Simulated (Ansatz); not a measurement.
## BN (F-43m): G0W0 and the treatment of frequencies and band sums

```
B N
1.0
     0.00000    1.74665    1.74665
     1.74665    0.00000    1.74665
     1.74665    1.74665    0.00000
B N
1 1
Direct
  0.00000 0.00000 0.00000
  0.25000 0.25000 0.25000
```

Held fixed (Ansatz):

```yaml
orbitals: PBE
datasets: hard PAW set made for 700 eV
k_mesh: 4×4×4
response_cutoff: 200 eV
wave_cutoff: 700 eV
```

The gap is read from Γ to k = (0, -0.5, -0.5), linearised, between the Kohn-Sham band edges among the points solved. ε∞ is the electronic dielectric constant on this mesh. Runs with cut sums weigh the q → 0 term analytically. The completed-sum build treats it its own way, which on a coarse mesh shifts the gap as well.

| treatment | KS gap (eV) | G0W0 gap (eV) | ε∞ |
| --- | --- | --- | --- |
| contour deformation, sums cut at 69 empty bands | 4.55 | 6.21 | 4.9 |
| plasmon pole fitted at 32.17i eV, sums cut at 69 empty bands | 4.55 | 6.15 | 4.9 |
| contour deformation, 28 empty bands and completed sums (trial build, its own q → 0 term) | 4.55 | 6.59 | 4.9 |

Farthest from contour deformation, sums cut at 69 empty bands in the G0W0 gap: contour deformation, 28 empty bands and completed sums (trial build, its own q → 0 term) (+0.37 eV). The nearest differs by 0.060 eV.

The cell is a model at fixed atoms and needn't be the relaxed known crystal. Points k are given in fractions of the reciprocal vectors. The mesh is coarse, so these are values at the stated settings, not converged ones. Band sums or response are cut, so the gap isn't at its basis limit. The gap is read on the mesh, and the crystal's band edges can lie off it. Meshes this coarse can overestimate the dielectric constant by a tenth and more.
